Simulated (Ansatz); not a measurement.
Co:

```
CELL_PARAMETERS angstrom
2.47200 0.00000 0.00000
-1.23600 2.14081 0.00000
0.00000 0.00000 4.02114
ATOMIC_POSITIONS crystal
Co 0.66667 0.33333 0.75000
Co 0.33333 0.66667 0.25000
```

Base run:

* Program: Ansatz 0.2.0
* Functional: PBEsol
* Potentials or basis: all-electron LAPW, scalar-relativistic
* Cutoff: 315 eV (chosen from the basis error)
* Basis error allowed: 0.001 eV/atom
* k mesh: 12 × 12 × 7
* Occupations: fermi-dirac, width 0.05 eV
* Spin: collinear spin, ferromagnetic start
* Starting moments: [2.0, 2.0] μB

Its results: pressure -5.8 GPa; net moment 3.20 μB per cell; site moments Co +1.65 μB.

**Question.** After a change of settings the same cell gave: pressure 10.8 GPa; net moment 3.24 μB per cell; site moments Co +1.68 μB. Which change was it?
A. occupations from fermi-dirac, width 0.05 eV to gaussian, width 0.02 eV
B. functional from PBEsol to LDA
C. functional from PBEsol to RPBE

**Answer.** C.

RPBE binds less tightly than PBEsol, so the same cell stands under more pressure.

Runs at the PBE level aren't shown here.
